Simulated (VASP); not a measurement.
A run of VASP 6.6.1:

File INCAR:

```
SYSTEM = Os
ALGO = Fast ; DIPOL = 0.5 0.5 0.500
EDIFF = 1E-7 ; ENCUT = 520
GGA = PS ; IDIPOL = 3
ISIF = 2 ; ISMEAR = 0
LASPH = .True. ; LCHARG = .True.
LDIPOL = .True. ; LELF = .True.
LREAL = .False. ; LVACPOTAV = .True.
LVHAR = .True. ; LWAVE = .False.
NBANDS = 28 ; NELM = 100
PREC = Accurate ; SIGMA = 0.1
```

KPOINTS

```
k-points
0
Gamma
  7 7 1
  0 0 0
```

POSCAR

```
Os
1.0
    2.7506450000      0.0000000000      0.0000000000
    1.3753225000      2.3821284468      0.0000000000
    0.0000000000      0.0000000000     22.9835689514
Os
5
Direct
    0.0000000000      0.0000000000      0.3045654056
    0.6666666667      0.6666666667      0.4022827028
    0.3333333333      0.3333333333      0.5000000000
    0.0000000000      0.0000000000      0.5977172972
    0.6666666667      0.6666666667      0.6954345944
```

Potentials or basis: VASP PAW PBE potentials, release 64 (Os).

Launch:

```sh
$ cat potpaw_PBE.64/Os/POTCAR > POTCAR
$ mpirun -np 1 vasp_std > vasp.out
```

Hardware: 1 thread of Intel(R) Xeon(R) Platinum 8559C (Emerald Rapids) (shared host).

Task: Estimate the wall time of this run.

Result: Run time: 61 s on 1 thread of Intel(R) Xeon(R) Platinum 8559C (Emerald Rapids) (shared host), peak memory 0.25 GiB. Counts: scf iterations 28, k points 8.
